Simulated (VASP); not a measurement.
Input of a VASP 6.6.1 run:

Contents of INCAR:

```
ALGO     = Normal         # electronic algorithm
EDIFF    = 1E-6           # SCF threshold, eV
ENCUT    = 520            # plane-wave cutoff, eV
GGA      = CA             # functional
ISIF     = 2              # what is computed and relaxed
ISMEAR   = 0              # smearing method
LASPH    = T              # aspherical terms in the spheres
LCHARG   = F              # write CHGCAR
LREAL    = F              # projectors in reciprocal space
LWAVE    = F              # write WAVECAR
NBANDS   = 11             # bands
NELM     = 80             # most SCF steps
PREC     = Accurate       # precision mode
SIGMA    = 0.1            # smearing width, eV
```

Contents of KPOINTS:

```
k-points
0
Gamma
  6 6 6
```

POSCAR

```
Ca
1.0
   -2.0964874600      2.1017318100      2.4453524600
    2.0964874600     -2.1017318100      2.4453524600
    2.0964874600      2.1017318100     -2.4453524600
Ca
1
Direct
    0.5000000000      0.5000000000      0.0000000000
```

Potentials or basis: VASP PAW LDA potentials, release 64 (Ca_sv).

Launch:

```sh
$ cat potpaw_LDA.64/Ca_sv/POTCAR > POTCAR
$ mpirun -np 1 vasp_std > vasp.out
```

(1) What does it give for the band gap on the k mesh?

(2) Predict the pressure.

Answers

(1) none (metal or under the smearing width).

(2) -2.0 GPa.
